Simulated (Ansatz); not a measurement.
Geometry optimisation in Ansatz: input, command and trajectory.

```yaml
crystal:
  lattice:
    - [1.5507090561, 0.8953022909, 2.2795387908]
    - [-1.5507090561, 0.8953022909, 2.2795387908]
    - [0.0, -1.790604582, 2.2795387907]
  atoms:
    - { symbol: Co, position: [0.0, 0.0, 0.0], spin: 2.55 }
    - { symbol: O, position: [0.5, 0.5, 0.5], spin: 0.32 }
basis:
  ecutwfc: 420
kpoints:
  mp_grid: { grid: [18, 18, 18] }
hamiltonian:
  xc: pbesol
scf:
  occupations: { method: gaussian, width: 0.1 }
output:
  forces: true
  stress: true
  eigenvalues: true
  populations: true
magnetization:
  spin_polarized: true
relax:
  adjacent_minimum: "off"
  f_tol: 0.01
  max_steps: 30
  cell: { stress_tol: 0.1, fix: [volume] }
```

```bash
ansatz run input.yaml --threads 1 --pin off --max-ram 2560MiB --backend cpu --events-out ev --progress --plain --runs-dir out
```

Computed with Ansatz 0.2.0, DFT PBEsol, scalar-relativistic, plane waves, PAW.

The volume is held at 1.06 times that of the relaxed cell.

Of 6 frames 5 are shown, positions in Å and forces in eV/Å; the SCF threshold varies from step to step. Steps run on the plane waves of an earlier cell, with a Pulay correction in the pressure. The basis is chosen afresh for the last frame, the zero of the energies, and at times for earlier ones too; energy and pressure step there, also at an unchanged geometry.

```xyz
2
Lattice="1.5507 0.8953 2.2795 -1.5507 0.8953 2.2795 0.0000 -1.7906 2.2795" Properties=species:S:1:pos:R:3:forces:R:3 pbc="T T T" step=1 free_energy_over_end_meV_per_atom=0.36 pressure_GPa=-9.27
Co    0.0000    0.0000    0.0000    0.0000    0.0000    0.0000
O     0.0000    0.0000    3.4193    0.0000    0.0000    0.0000
2
Lattice="1.5479 0.8937 2.2878 -1.5479 0.8937 2.2878 0.0000 -1.7874 2.2878" Properties=species:S:1:pos:R:3:forces:R:3 pbc="T T T" step=2 free_energy_over_end_meV_per_atom=0.17 pressure_GPa=-9.13
Co    0.0000    0.0000    0.0000    0.0000    0.0000    0.0000
O     0.0000    0.0000    3.4317    0.0000    0.0000    0.0000
2
Lattice="1.5437 0.8913 2.3002 -1.5437 0.8913 2.3002 0.0000 -1.7826 2.3002" Properties=species:S:1:pos:R:3:forces:R:3 pbc="T T T" step=3 free_energy_over_end_meV_per_atom=0.06 pressure_GPa=-8.93
Co    0.0000    0.0000    0.0000    0.0000    0.0000    0.0000
O     0.0000    0.0000    3.4503    0.0000    0.0000    0.0000
2
Lattice="1.5437 0.8913 2.3002 -1.5437 0.8913 2.3002 0.0000 -1.7826 2.3002" Properties=species:S:1:pos:R:3:forces:R:3 pbc="T T T" step=4 free_energy_over_end_meV_per_atom=0.01 pressure_GPa=-8.93
Co    0.0000    0.0000    0.0000    0.0000    0.0000    0.0000
O     0.0000    0.0000    3.4503    0.0000    0.0000    0.0000
2
Lattice="1.5426 0.8906 2.3037 -1.5426 0.8906 2.3037 0.0000 -1.7812 2.3037" Properties=species:S:1:pos:R:3:forces:R:3 pbc="T T T" step=6 free_energy_over_end_meV_per_atom=0.00 pressure_GPa=-8.87
Co    0.0000    0.0000    0.0000    0.0000    0.0000    0.0000
O     0.0000    0.0000    3.4556    0.0000    0.0000    0.0000
```

It took 110 s on 1 thread of Intel(R) Xeon(R) 6975P-C (Granite Rapids) (shared host), peak memory 0.64 GiB.

The cell holds one magnetic atom, so it can only be ferromagnetic; an antiferromagnetic order may lie lower.